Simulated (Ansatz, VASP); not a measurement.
HfC: VASP beside Ansatz

```
CELL_PARAMETERS angstrom
0.00000 2.52230 2.52230
2.52230 0.00000 2.52230
2.52230 2.52230 0.00000
ATOMIC_POSITIONS crystal
Hf 0.00000 0.00000 0.00000
C 0.25000 0.25000 0.25000
```

Change from the starting cell: species swapped into the CdTe type (F-43m, No. 216).

Alike in both runs: functional PBE; k mesh 6 × 6 × 6; occupations gaussian, width 0.1 eV; no spin polarisation.

Ansatz relaxed the structure, and its values are those at the end. VASP's run is a single point on that final structure, the one shown.

```csv
,VASP,Ansatz
version,VASP 6.6.1,Ansatz 0.2.0
potentials or method,"VASP PAW PBE potentials, release 64 (Hf_pv, C)","scalar-relativistic, plane waves, PAW"
plane-wave cutoff (eV),520,420
valence electrons in the cell,14,30
```

|  | VASP | Ansatz | Ansatz less VASP |
| --- | --- | --- | --- |
| gap on the k mesh at the Fermi level (eV) | 0.36 | 0.35 | -0.003 |
| least direct gap on the mesh (eV) | 0.36 | 0.35 | -0.003 |
| pressure (GPa) | -0.5 | -0.1 | +0.37 |

The two sets of potentials don't hold the same shells in valence.

Caveats: spin-orbit coupling is left out, which moves the levels of the heavy elements.
